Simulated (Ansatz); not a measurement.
Crystal: Ni.

```
Ni
1.0
    -1.38372    1.38372    1.38372
     1.38372   -1.38372    1.38372
     1.38372    1.38372   -1.38372
Ni
1
Direct
  0.00000 0.00000 0.00000
```

This isn't the form of Ni at room conditions, which is fcc.

Base run:

```yaml
Program: Ansatz 0.2.0
Functional: PBEsol
Potentials_or_basis: all-electron LAPW, scalar-relativistic
Cutoff: 339 eV
Density_cutoff: 1356 eV
Basis_error_allowed: 0.001 eV/atom
k_mesh: 13 × 13 × 13
Occupations: fermi-dirac, width 0.05 eV
Spin: collinear spin, ferromagnetic start
Starting_moments: "[1.0] μB"
```

Its results: pressure -2.4 GPa; net moment 0.59 μB per cell; site moments Ni +0.61 μB.

**Question.** The run is repeated on the same cell with these changes: functional from PBEsol to LDA. What comes out?

**Answer.** Pressure -10.3 GPa; net moment 0.55 μB per cell; site moments Ni +0.56 μB.

LDA binds more tightly than PBEsol, so the same cell stands under less pressure.

Not every run made on this cell is shown here.
